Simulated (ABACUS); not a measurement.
The system is WS2, a slab with vacuum.

```
W S
1.0
     3.18352    0.00000    0.00000
    -1.59176    2.75701    0.00000
     0.00000    0.00000   16.95058
W S
1 2
Direct
  0.00000 0.00000 0.00000
  0.33333 0.66667 0.09200
  0.33333 0.66667 0.90800
```

A run of ABACUS 3.10.1 on this cell left the log below. Logs are shortened: lines on timing, memory, paths and dates and some standing lists are left out, and cuts for length are marked.

```text
ABACUS v3.10.1

               Atomic-orbital Based Ab-initio Computation at UStc

 ------------------------------------------------------------------------------------

 READING GENERAL INFORMATION
                           global_out_dir = OUT.WS2/
                           global_in_card = INPUT
                               pseudo_dir = ./
                              orbital_dir =
                                    DSIZE = 4
                                    GSIZE = 1

 READING UNITCELL INFORMATION
                                    ntype = 2
                  lattice constant (Bohr) = 1.88973
              lattice constant (Angstrom) = 1

 READING ATOM TYPE 1
                               atom label = W
                      L=0, number of zeta = 1
                      L=1, number of zeta = 1
                      L=2, number of zeta = 1
             number of atom for this type = 1

 READING ATOM TYPE 2
                               atom label = S
                      L=0, number of zeta = 1
                      L=1, number of zeta = 1
                      L=2, number of zeta = 1
             number of atom for this type = 2

                        TOTAL ATOM NUMBER = 3
DIRECT COORDINATES
    atom                   x                   y                   z     mag                  vx                  vy                  vz
taud_W1            0.0000000000        0.0000000000        0.0000000000  0.0000        0.0000000000        0.0000000000        0.0000000000
taud_S1            0.3333333333        0.6666666667        0.0920005100  0.0000        0.0000000000        0.0000000000        0.0000000000
taud_S2            0.3333333333        0.6666666667        0.9079994900  0.0000        0.0000000000        0.0000000000        0.0000000000

                          Volume (Bohr^3) = 1003.98
                             Volume (A^3) = 148.775

 Lattice vectors: (Cartesian coordinate: in unit of a_0)
[... 260 lines left out ...]
 E_KohnSham     -195.9006285062      -2665.3647894653
 E_Harris       -195.5223193229      -2660.2176289674
 E_Fermi        0.0589532345         0.8020999049
----------------------------------------------------------
[... 135 lines left out ...]
 Density error is 8.30401081798e-10
                          Error Threshold = 9.80255182474e-11
----------------------------------------------------------
     Energy           Rydberg                 eV
----------------------------------------------------------
 E_KohnSham     -195.9273310013      -2665.7280955500
 E_KS(sigma->0) -195.9273310013      -2665.7280955498
 E_Harris       -195.9276104461      -2665.7318975909
 E_band         -34.3979416908       -468.0080064668
 E_one_elec     -864.7116801733      -11765.0059775104
 E_Hartree      432.6492195829       5886.4946215800
 E_xc           -45.5770090424       -620.1070207738
 E_Ewald        281.7121386315       3832.8902811546
 E_entropy(-TS) -0.0000000000        -0.0000000004
 E_descf        0.0000000000         0.0000000000
 E_exx          0.0000000000         0.0000000000
 E_Fermi        0.0872907993         1.1876522530
----------------------------------------------------------

 charge density convergence is achieved
 final etot is -2665.7280956 eV
 EFERMI = 1.187652253 eV

 STATE ENERGY(eV) AND OCCUPATIONS    NSPIN == 1
 1/7 kpoint (Cartesian) = 0.0000 0.0000 0.0000 (10809 pws)
       1       -73.7557      0.0100000
       2       -37.9976      0.0100000
       3       -37.8394      0.0100000
       4       -37.8394      0.0100000
       5       -14.5373      0.0100000
       6       -12.8484      0.0100000
[... 9 lines left out ...]
      16        3.31815    3.12430e-21
[... 82 lines left out ...]
       4       -37.9183      0.0300000
       5       -12.3967      0.0300000
       6       -12.1151      0.0300000
[... 9 lines left out ...]
      16        4.26425    5.67653e-29
      17        4.99944    2.33535e-35

[... levels at 1 further k points ...]

------------------------------------------------------------------------------------------
 TOTAL-FORCE (eV/Angstrom)
------------------------------------------------------------------------------------------
                        W1         0.0000000000         0.0000000000         0.0000000000
                        S1         0.0000000000         0.0000000000        -0.1251455130
                        S2         0.0000000000         0.0000000000         0.1251455130
------------------------------------------------------------------------------------------

----------------------------------------------------------------
 TOTAL-STRESS (KBAR)
----------------------------------------------------------------
       -14.1341181945        -0.0000000000         0.0000000000
         0.0000000000       -14.1341181952         0.0000000000
         0.0000000000         0.0000000000        -4.3021605761
----------------------------------------------------------------
 TOTAL-PRESSURE: -10.856799 KBAR

 --------------------------------------------
 !FINAL_ETOT_IS -2665.7280955500159507 eV
 --------------------------------------------
```

What input gives this log?

Single point with PBEsol, no spin polarisation. The files as run (others can give the same):

INPUT
```
INPUT_PARAMETERS
suffix              WS2
calculation         scf
basis_type          pw
pseudo_dir          ./
symmetry            1
dft_functional      pbesol
ecutwfc             74
pseudo_rcut         7
nspin               1
nbands              17
ks_solver           dav
smearing_method     fd
smearing_sigma      0.00367493
scf_thr             1e-08
scf_nmax            100
mixing_type         broyden
mixing_beta         0.7
cal_force           1
cal_stress          1
kpar                4
```

STRU
```
ATOMIC_SPECIES
W 183.8400 W.upf
S 32.0600 S.upf

LATTICE_CONSTANT
1.8897261246

LATTICE_VECTORS
3.1835163552 0.0000000000 0.0000000000
-1.5917581776 2.7570060369 0.0000000000
0.0000000000 0.0000000000 16.9505778900

ATOMIC_POSITIONS
Direct

W
0.0
1
0.0000000000 0.0000000000 0.0000000000 1 1 1

S
0.0
2
0.3333333333 0.6666666667 0.0920005100 1 1 1
0.3333333333 0.6666666667 0.9079994900 1 1 1
```

KPT
```
K_POINTS
0
Gamma
10 10 2 0 0 0
```

Potentials or basis: PseudoDojo NC SR 0.4.1 PBEsol standard, plane waves.
Launch:
```console
$ OMP_NUM_THREADS=1 mpirun -np 4 abacus > log
```

Caveat: spin-orbit coupling is left out, which moves the levels of the heavy elements.
